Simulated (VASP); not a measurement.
The input files of a VASP run:

**INCAR**
```
# general
SYSTEM  = SrF2
PREC    = Accurate
ENCUT   = 300
LREAL   = .FALSE.
LASPH   = .TRUE.

# electronic loop
EDIFF   = 1E-6
NELM    = 100   # most electronic steps
ALGO    = Normal   # blocked Davidson
LMAXMIX = 4

# smearing
ISMEAR  = 0
SIGMA   = 0.05   # width (eV)

# functional
GGA     = PE

# ions
ISIF    = 2   # forces and stress, cell fixed

# output
LWAVE   = .FALSE.
LCHARG  = .FALSE.
```

File POSCAR:
```
SrF2
2.90
  0.0000000000   1.0000000000   1.0000000000
  1.0000000000   0.0000000000   1.0000000000
  1.0000000000   1.0000000000   0.0000000000
Sr F
1 2
Direct
  0.0000000000   0.0000000000   0.0000000000
  0.2500000000   0.2500000000   0.2500000000
  0.7500000000   0.7500000000   0.7500000000
```

### KPOINTS
```
Automatic mesh
0
Gamma
6 6 6
0 0 0
```

POTCAR, in this order: Sr_sv F (PBE.64 set). Program: vasp_std.

Task: Write an equivalent input for Quantum ESPRESSO's pw.x.

Result: One equivalent input (not run):
```
&CONTROL
  calculation = 'scf'
  pseudo_dir = './pseudo'
  outdir = './out'
  tprnfor = .true.
  tstress = .true.
/
&SYSTEM
  ibrav = 0
  nat = 3
  ntyp = 2
  ecutwfc = 84
  occupations = 'smearing'
  smearing = 'gaussian'
  degauss = 0.003675
  input_dft = 'pbe'
/
&ELECTRONS
  conv_thr = 7.3e-08
  electron_maxstep = 100
/
ATOMIC_SPECIES
  Sr 87.620 Sr.upf
  F 18.998 F.upf
CELL_PARAMETERS angstrom
     0.0000000    2.9000000    2.9000000
     2.9000000    0.0000000    2.9000000
     2.9000000    2.9000000    0.0000000
ATOMIC_POSITIONS crystal
  Sr   0.0000000  0.0000000  0.0000000
  F    0.2500000  0.2500000  0.2500000
  F    0.7500000  0.7500000  0.7500000
K_POINTS automatic
  6 6 6 0 0 0
```
Limits of the translation: the potentials are each code's own (VASP's PAW set, PseudoDojo norm-conserving files in pw.x), so ENCUT and ecutwfc are chosen apart and not converted; conv_thr bounds pw.x's estimated SCF error, while EDIFF bounds the energy change between steps.

The compound is SrF2 in the fluorite structure. The cell was not relaxed at this level. The run is one of a series of settings (ENCUT = 300 against the base run), some of them coarse on purpose.
